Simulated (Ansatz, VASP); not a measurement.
Two plane-wave programs on Al

The input INCAR:

```
SYSTEM = Al
PREC = Accurate
ENCUT = 520
EDIFF = 1E-7
ISMEAR = 0
SIGMA = 0.05
LREAL = .FALSE.
LASPH = .TRUE.
NELM = 100
ALGO = Fast
ISIF = 2
LWAVE = .FALSE.
LCHARG = .FALSE.
GGA = PS
NBANDS = 8
```

File KPOINTS:

```
regular mesh
0
G
  14 14 14
  0 0 0
```

Contents of POSCAR:

```
Al
1.0
    0.0000000000      2.0248050000      2.0248050000
    2.0248050000      0.0000000000      2.0248050000
    2.0248050000      2.0248050000      0.0000000000
Al
1
Direct
    0.0000000000      0.0000000000      0.0000000000
```

Input for Ansatz:

```yaml
crystal:
  lattice:
    - [0.0, 2.024805, 2.024805]
    - [2.024805, 0.0, 2.024805]
    - [2.024805, 2.024805, 0.0]
  atoms:
    - { symbol: Al, position: [0.0, 0.0, 0.0] }
basis:
  ecutwfc: 420
  fft_grid_basis: typed
kpoints:
  mp_grid: { grid: [14, 14, 14] }
hamiltonian:
  xc: pbesol
scf:
  occupations: { method: gaussian, width: 0.05 }
output:
  forces: true
  stress: true
  eigenvalues: true
  bader: true
  write_density: true
  volumetric_format: npy
  elf: true
```

Alike in both runs: task single point; functional PBEsol; k mesh 14 × 14 × 14; occupations gaussian, width 0.05 eV; no spin polarisation.

```csv
,VASP,Ansatz
version,VASP 6.6.1,Ansatz 0.2.0
potentials or method,"VASP PAW PBE potentials, release 64 (Al)","scalar-relativistic, plane waves, PAW"
plane-wave cutoff (eV),520,420
valence electrons in the cell,3,3
```

|  | VASP | Ansatz | Ansatz less VASP |
| --- | --- | --- | --- |
| gap on the k mesh at the Fermi level (eV) | none | none | - |
| pressure (GPa) | -2.2 | -2.2 | -0.05 |

A gap of «none» marks a metal or a gap that the smearing closes. With one functional, cell and mesh, what is left measures potentials, basis and numerics.

Caveats: the PAW data sets were made with another functional, which shifts forces and pressure a little (VASP).
